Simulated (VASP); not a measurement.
A run of VASP 6.6.1 is set up as follows.

The input INCAR:

```
SYSTEM = Ti
PREC = Accurate
ENCUT = 520
EDIFF = 1E-6
ISMEAR = 1
SIGMA = 0.1
LREAL = .FALSE.
LASPH = .TRUE.
NELM = 80
ALGO = Normal
ISIF = 2
LWAVE = .FALSE.
LCHARG = .FALSE.
GGA = PS
ICORELEVEL = 1
KPAR = 4
```

The input KPOINTS:

```
regular mesh
0
G
  9 9 5
  0 0 0
```

File POSCAR:

```
Ti
1.0
    5.9000000000      0.0000000000      0.0000000000
   -2.9500000000      5.1095498820      0.0000000000
    0.0000000000      0.0000000000      9.3600000000
Ti
16
Direct
    0.1666666666      0.3333333334      0.1250000000
    0.1666666666      0.3333333334      0.6250000000
    0.1666666666      0.8333333333      0.1250000000
    0.1666666666      0.8333333333      0.6250000000
    0.6666666666      0.3333333334      0.1250000000
    0.6666666666      0.3333333334      0.6250000000
    0.6666666666      0.8333333333      0.1250000000
    0.6666666666      0.8333333333      0.6250000000
    0.3333333334      0.1666666666      0.3750000000
    0.3333333334      0.1666666666      0.8750000000
    0.3333333334      0.6666666666      0.3750000000
    0.3333333334      0.6666666666      0.8750000000
    0.8333333334      0.1666666666      0.3750000000
    0.8333333334      0.1666666666      0.8750000000
    0.8333333333      0.6666666666      0.3750000000
    0.8333333333      0.6666666666      0.8750000000
```

Potentials or basis: VASP PAW PBE potentials, release 64 (Ti_sv).

Run with:

```console
$ cat potpaw_PBE.64/Ti_sv/POTCAR > POTCAR
$ mpirun -np 4 vasp_std > vasp.out
```

(1) Predict the pressure.

(2) What does it give for the band gap on the k mesh?

Results:

(1) -6.0 GPa.

(2) none (metal or under the smearing width).

Caveat: the PAW data sets were made with another functional, which shifts forces and pressure a little.
